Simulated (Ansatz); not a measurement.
P:

```
P
1.0
     1.72573    0.99635    3.12968
    -1.72573    0.99635    3.12968
     0.00000   -1.99270    3.12968
P
2
Cartesian
  0.0000 0.0000 7.2570
  0.0000 0.0000 2.1321
```

This isn't the form of P at room conditions, which is orthorhombic.

Base run:

```yaml
Program: Ansatz 0.2.0
Functional: LDA
Potentials_or_basis: Ansatz PAW
Cutoff: 420 eV
Density_cutoff: 1680 eV
k_mesh: 9 × 9 × 9
Occupations: fermi-dirac, width 0.05 eV
Spin: no spin polarisation
```

Its results: band gap on the k mesh none (metal or under the smearing width); pressure -3.0 GPa; largest force 0.192 eV/Å.

Question: The run is repeated on the same cell with these changes: functional from LDA to PBEsol; occupations from fermi-dirac, width 0.05 eV to gaussian, width 0.1 eV. What comes out?

Answer: Band gap on the k mesh none (metal or under the smearing width); pressure -1.8 GPa; largest force 0.265 eV/Å.

Caveats: the PAW data sets come from PBE, with cores solved anew for the run's functional, which leaves a small shift of forces and pressure.

Not every run made on this cell is shown here.
